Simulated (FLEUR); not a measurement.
## Ir: single point with PBEsol

Ir:

```
Ir
1.0
    -0.00903    1.95837    1.93892
     1.89839    0.02290    1.90699
     1.89968    1.92773    0.02161
Ir
1
Direct
  0.99766 0.99684 0.98575
```

The cell isn't the ideal one: cell strained at random at fixed volume.

- Program: FLEUR MaX-R8.1 (later development tree)
- Task: single point
- Functional: PBEsol
- Potentials or basis: all-electron
- Basis: FLAPW
- Kmax: 4.22 1/bohr
- k mesh: 12 × 12 × 12
- Occupations: fermi-dirac, width 0.05 eV
- Spin: no spin polarisation
- Gmax: 13.1 1/bohr
- Muffin-tin radii: Ir 2.32 bohr
- lmax: Ir 9
- lnonsphr: Ir 9
- Local orbitals a species: Ir 7
- Max iterations: 60
- Mixing factor: 0.05
- Mixer: Anderson
- Mixer history: 15
- Density convergence: 1e-05 me/bohr^3

```json
{"Band gap on the k mesh": "none (metal or under the smearing width)", "Valence electrons inside the program's atomic spheres": "Ir 28.80 (radii Ir 2.32 bohr)"}
```

Levels at points of the mesh, in eV from the Fermi level:
| k point | band 12 | band 13 | band 14 | band 15 | band 16 | band 17 | band 18 | band 19 |
| --- | --- | --- | --- | --- | --- | --- | --- | --- |
| (0.00, 0.00, 0.00) | -11.28 | -4.25 | -3.91 | -3.78 | -1.34 | -1.10 | 13.51 | 18.49 |
| (0.00, 0.00, 0.50) | -8.21 | -4.39 | -3.83 | -0.73 | 0.85 | 1.02 | 7.49 | 13.06 |
| (0.00, 0.50, 0.00) | -8.21 | -4.36 | -3.87 | -0.71 | 0.83 | 1.05 | 7.52 | 13.06 |
| (0.00, 0.50, 0.50) | -8.05 | -7.48 | 0.86 | 1.42 | 1.56 | 1.74 | 10.72 | 10.80 |
| (0.50, 0.00, 0.00) | -8.29 | -4.15 | -3.92 | -1.05 | 0.69 | 0.97 | 7.01 | 13.31 |
| (0.50, 0.00, 0.50) | -8.07 | -7.46 | 0.84 | 1.44 | 1.47 | 1.49 | 10.34 | 11.47 |
| (0.50, 0.50, 0.00) | -8.05 | -7.47 | 0.81 | 1.43 | 1.57 | 1.65 | 10.62 | 11.29 |
| (0.50, 0.50, 0.50) | -8.26 | -4.21 | -3.89 | -0.95 | 0.67 | 1.04 | 7.16 | 13.24 |

Core levels (eV from the Fermi level):
```tsv
atom	levels
1 Ir	1s1/2 -75990.2, 2s1/2 -13279.9, 2p1/2 -12720.6, 2p3/2 -11093.7, 3s1/2 -3102.1, 3p1/2 -2851.8, 3p3/2 -2495.5, 4s1/2 -657.7, 3d3/2 -2077.8, 3d5/2 -2000.8, 4p1/2 -552.1, 4p3/2 -467.8, 4d3/2 -294.8, 4d5/2 -279.2
```

Run time: 12 min on 1 thread of Intel(R) Xeon(R) Platinum 8259CL CPU @ 2.50GHz (Skylake/Cascade Lake) (shared host), peak memory 0.1 GiB.

The run has no spin-orbit coupling, so splittings on Ir are missing.
